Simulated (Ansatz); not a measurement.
AlCu$_{3}$ (Pm-3m)

The calculation used Ansatz, DFT PBEsol, scalar-relativistic, plane waves, PAW.

Cutoff 420 eV; k points 12×12×12 on the computed 4-atom cell (Γ-centred); Gaussian smearing, width 0.10 eV; no spin polarisation.

The structure is relaxed at this level of theory with its symmetry kept. Whether it is the stable form of this composition wasn't checked.

```
Al Cu
1.0
     3.63187    0.00000    0.00000
     0.00000    3.63187    0.00000
     0.00000    0.00000    3.63187
Al Cu
1 3
Direct
  0.00000 0.00000 0.00000
  0.50000 0.50000 0.00000
  0.50000 0.00000 0.50000
  0.00000 0.50000 0.50000
```

(1) Formation energy from the elements' standard states (uncorrected)?

(2) Density of states at the Fermi level?

(3) Löwdin character within 0.5 eV of the Fermi level?

(4) Bulk modulus?

(5) Its pressure derivative?

(6) Bader charges (e)?

Results:

(1) -0.192 eV/atom.

(2) 1.22 states/eV per cell.

(3) Al 3p 43 %, Cu 3d 25 %, Cu 4s 14 %, unprojected 11 %.

(4) 152 GPa.

(5) 4.7.

(6) Al (1 in the cell) 1.56, Cu (3 in the cell) -0.52.